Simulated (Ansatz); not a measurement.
# 1T-SiSSe monolayer in a perpendicular field, part 3 of 3

What dipole does a perpendicular field induce in the 1T-SiSSe monolayer, and does the gap follow? A positive field points along +c.

Ansatz 0.2.0; plane-wave DFT, PBE-D3(BJ), Ansatz PAW.

So far, gap along the path (eV): step 3 (atoms held, field 0) 0.634; step 4 (field 0.1 V/Å) 0.639.

**5. Single point, field -0.1 V/Å**

Input file input.yaml:

```yaml
crystal:
  lattice:
    - [3.3747087652, 0.0, 0.0]
    - [-1.6873543826, 2.922583521, 0.0]
    - [0.0, 0.0, 20.7608468692]
  atoms:
    - { symbol: Se, position: [0.6666666667, 0.3333333333, 0.4335083273] }
    - { symbol: Si, position: [0.0, 0.0, 0.5037048921] }
    - { symbol: S, position: [0.3333333333, 0.6666666667, 0.5664916727] }
kpoints:
  mp_grid: { grid: [18, 18, 1] }
  band_path:
    path: [[0, 0, 0], [0.5, 0, 0], [0.33333333, 0.33333333, 0], [0, 0, 0]]
    npoints: 16
hamiltonian:
  xc: pbe
  dispersion: d3bj
scf:
  occupations: { method: fermi_dirac, width: 0.02585 }
  convergence: { dr2_threshold: 1.0e-10 }
efield:
  axis: 3
  dipole_correction: true
  ramp_position: 0.97
  ramp_width: 0.06
  amplitude: -0.1
output:
  write_potential: true
  write_density: true
  volumetric_format: npy
```

Started as:

```sh
$ ansatz run input.yaml --threads 2 --pin off --max-ram 3072MiB --backend cpu --events-out ev --progress --plain --runs-dir out
```

Numbers of over 12 decimals in the logs are rounded to 6 here.

Output:

```text
[...]
Crystal: 3 atoms, lattice volume = 204.761 Å³
Basis set: ecut = 420 eV, 4017 PW (Γ)
Bands: 17, of which v1, the nominal top of the filled ones, is band 13 counted from 1 (12 counted from 0)
Symmetry: 6 space group operations
[...]
k-points: 37 of 324 (time reversal used)
[...]
--- Band table (eV; the first three rows and the last of 37) ---
  k-point 0: bands = [... 9 lower, -3.1685, -3.1685, -1.9327, -1.9327, 0.8297, 2.0606, 2.6385, 2.6385]
  k-point 1: bands = [... 9 lower, -3.4683, -3.2914, -2.2229, -1.9116, 1.0651, 2.2940, 2.5816, 2.7219]
  k-point 2: bands = [... 9 lower, -3.5856, -3.4791, -2.8854, -1.9071, 1.3260, 2.3243, 2.9662, 3.0817]
  k-point 36: bands = [... 9 lower, -6.8784, -6.5855, -3.4827, -3.2558, 0.3739, 3.7531, 3.9149, 4.9672]
[key lines of the parts left out:]
SCF converged after 15 iterations
Free energy (F): -7008.990688 eV
Fermi energy:    -1.572541 eV
Dipole field:    D = -0.039314 V/Å  (p = -0.044487 e·Å, saw-weighted, corrected)
```

Elapsed: 10 s, on 2 threads of Intel Xeon Platinum 8488C (Sapphire Rapids), shared host; peak memory 0.5 GiB; 20 s of CPU time.

The dipole is -0.0445 e·Å, -0.0264 e·Å from its value without field, and the gap 0.629 eV.

**6. Response, atoms held**

This step: plane-wave DFT, PBE-D3(BJ), Ansatz PAW; response to a field along the normal, atoms held (Ansatz 0.2.0).

The dipoles give the slope, and the difference of two potentials shows where the field is screened.

Numbers from this step:

* equivalent conductor thickness p/(ε₀AE): 4.843 Å
* distance between the outer atoms: 2.761 Å

Table of dipole of the cell by applied field:

```
applied field (V/Å)  dipole of the cell (e·Å)
            -0.1000                   -0.0445
             0.0000                   -0.0181
             0.1000                   0.00831
```

Local field over the applied field, running mean. From the potentials at -0.1 and 0.1 V/Å; running mean over 2.5 Å. Table of local field over applied field by z:

```
z (Å)  local field over applied field
 4.04                           1.000
 4.47                           0.999
 4.90                           0.996
 5.33                           0.991
 5.77                           0.977
 6.20                           0.944
 6.63                           0.878
 7.06                           0.767
 7.50                           0.624
 7.93                           0.469
 8.36                           0.312
 8.79                           0.181
 9.23                           0.107
 9.66                          0.0770
10.09                          0.0592
10.67                          0.0648
11.10                          0.0967
11.53                           0.147
11.97                           0.231
12.40                           0.363
12.83                           0.520
13.26                           0.672
13.70                           0.807
14.13                           0.905
14.56                           0.959
14.99                           0.983
15.43                           0.994
15.86                           0.998
16.29                           0.999
16.72                           1.000
```

Electrons, planar mean, per unit field. The induced electron density by z:

```
z (Å)  induced electron density (e/Å³ per V/Å)
 4.04                                   1.8e-6
 4.33                                   3.6e-6
 4.76                                   1.0e-5
 5.05                                   2.0e-5
 5.48                                   5.6e-5
 5.77                                   1.1e-4
 6.06                                   2.0e-4
 6.49                                   4.8e-4
 6.78                                   8.4e-4
 7.06                                  0.00140
 7.50                                  0.00268
 7.79                                  0.00348
 8.22                                  0.00298
 8.51                                  0.00160
 8.79                                  0.00105
 9.23                                   9.2e-4
 9.52                                   2.8e-4
 9.80                                 -0.00126
10.24                                 -0.00135
10.52                                   4.6e-4
10.96                                  0.00154
11.25                                   1.9e-4
11.53                                 -0.00107
11.97                                 -0.00118
12.25                                 -0.00214
12.54                                 -0.00337
12.98                                 -0.00321
13.26                                 -0.00229
13.70                                 -0.00111
13.98                                  -6.4e-4
14.27                                  -3.5e-4
14.71                                  -1.4e-4
14.99                                  -7.2e-5
15.28                                  -3.7e-5
15.71                                  -1.3e-5
16.00                                  -6.4e-6
16.44                                  -2.1e-6
16.72                                  -1.0e-6
```

The smaller of the gaps on the path and on the k-mesh, counted as 0 under 0.03 eV. Table of gap by applied field:

```
applied field (V/Å)  gap (eV)
            -0.1000     0.629
             0.0000     0.634
             0.1000     0.639
```

By hand: between -0.1 and 0.1 V/Å the dipole changes by 0.05279 e·Å, a slope of 0.2640 e·Å²/V. A perfect conductor of thickness t has p = ε₀AEt, so t = 180.95 × 0.2640 / 9.863 = 4.84 Å (e/ε₀ = 180.95 V·Å, A in Å²).

The induced dipole is that of a conductor 4.84 Å thick.

**7. What came out**

```json
{
 "gap without field": "0.634 eV",
 "ionisation energy, upper face": "5.89 eV",
 "electron affinity, upper face": "5.26 eV",
 "step between the vacuum levels": "0.332 eV",
 "equivalent conductor thickness, atoms held": "4.84 Å"
}
```

In words: The induced dipole equals that of a perfect conductor 4.84 Å thick, while the outer atoms lie 2.76 Å apart; an out-of-plane ε follows only once a thickness t is chosen, by 1 − 1/ε = 4.84 Å / t. The two faces differ: the vacuum level above lies 0.33 eV higher than the one below. The gap stays within 0.01 eV of 0.63 eV over the fields run, up to 0.1 V/Å in size. Semilocal functionals give gaps that are too small, and excitons are not included. Spin-orbit coupling is left out.

[Logs are printed without paths, hosts, clocks, repeated set-up lines and the standing remarks that a program may print on its own settings, such as how far it seeks lower states.]

[Hosts, paths, dates, database ids (printed as entryN), source tags and the programs' standing remarks are cut or masked in the printed files.]

[Maps of the electrostatic potential energy from Ansatz leave out the sawtooth potential of an applied field or a dipole correction, so their vacuum need not be flat; planar profiles and work functions include it.]
